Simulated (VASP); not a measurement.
**WS2: band structure with PBE**

WS2, a slab with vacuum:

```
W S
1.0
     3.18312    0.00000    0.00000
    -1.59156    2.75666    0.00000
     0.00000    0.00000   35.18056
W S
4 8
Direct
  0.33333 0.66667 0.59232
  0.33333 0.66667 0.22340
  0.66667 0.33333 0.77660
  0.66667 0.33333 0.40768
  0.33333 0.66667 0.82115
  0.33333 0.66667 0.45202
  0.66667 0.33333 0.63662
  0.66667 0.33333 0.26774
  0.33333 0.66667 0.73226
  0.33333 0.66667 0.36338
  0.66667 0.33333 0.54798
  0.66667 0.33333 0.17885
```

```yaml
Program: VASP 6.6.1
Task: band structure
Functional: PBE
Potentials_or_basis: VASP PAW PBE potentials, release 64 (W_sv, S)
Cutoff: 520 eV
k_mesh: 7 × 7 × 1
Occupations: fermi-dirac, width 0.05 eV
Spin: no spin polarisation
Further_INCAR_settings: ALGO = Normal; EDIFF = 1e-06
```

- Band gap on the k mesh: 1.42 eV, indirect (least direct gap 2.38 eV)
- Band gap along the path: 1.34 eV, indirect (least direct gap 1.76 eV)

Levels at the corners of the path, in eV from the valence-band top:
| point | band 50 | band 51 | band 52 | band 53 | band 54 | band 55 |
| --- | --- | --- | --- | --- | --- | --- |
| Γ | -0.47 | -0.18 | 0.00 | 2.43 | 2.43 | 2.43 |
| M | -1.40 | -1.37 | -1.35 | 2.38 | 2.39 | 2.40 |
| M | -1.40 | -1.37 | -1.35 | 2.38 | 2.39 | 2.40 |
| K | -0.48 | -0.44 | -0.42 | 1.34 | 1.34 | 1.36 |
| K | -0.48 | -0.44 | -0.42 | 1.34 | 1.34 | 1.36 |
| Γ | -0.47 | -0.18 | 0.00 | 2.43 | 2.43 | 2.43 |
| Γ | -0.47 | -0.18 | 0.00 | 2.43 | 2.43 | 2.43 |
| A | -0.47 | -0.18 | 0.00 | 2.43 | 2.43 | 2.43 |
| A | -0.47 | -0.18 | 0.00 | 2.43 | 2.43 | 2.43 |
| L | -1.40 | -1.37 | -1.35 | 2.38 | 2.39 | 2.40 |
| L | -1.40 | -1.37 | -1.35 | 2.38 | 2.39 | 2.40 |
| H | -0.48 | -0.44 | -0.42 | 1.34 | 1.34 | 1.36 |
| H | -0.48 | -0.44 | -0.42 | 1.34 | 1.34 | 1.36 |
| A | -0.47 | -0.18 | 0.00 | 2.43 | 2.43 | 2.43 |
| L | -1.40 | -1.37 | -1.35 | 2.38 | 2.39 | 2.40 |
| M | -1.40 | -1.37 | -1.35 | 2.38 | 2.39 | 2.40 |
| K | -0.48 | -0.44 | -0.42 | 1.34 | 1.34 | 1.36 |
| H | -0.48 | -0.44 | -0.42 | 1.34 | 1.34 | 1.36 |

It took 27 min on 1 thread of Intel(R) Xeon(R) Platinum 8375C CPU @ 2.90GHz (Ice Lake), on a shared host, peak memory 1.6 GiB.

Caveat: the log is that of the step along the path at fixed density, whose energy, stress, charges and moments have no meaning; spin-orbit coupling is left out, which moves the levels of the heavy elements.
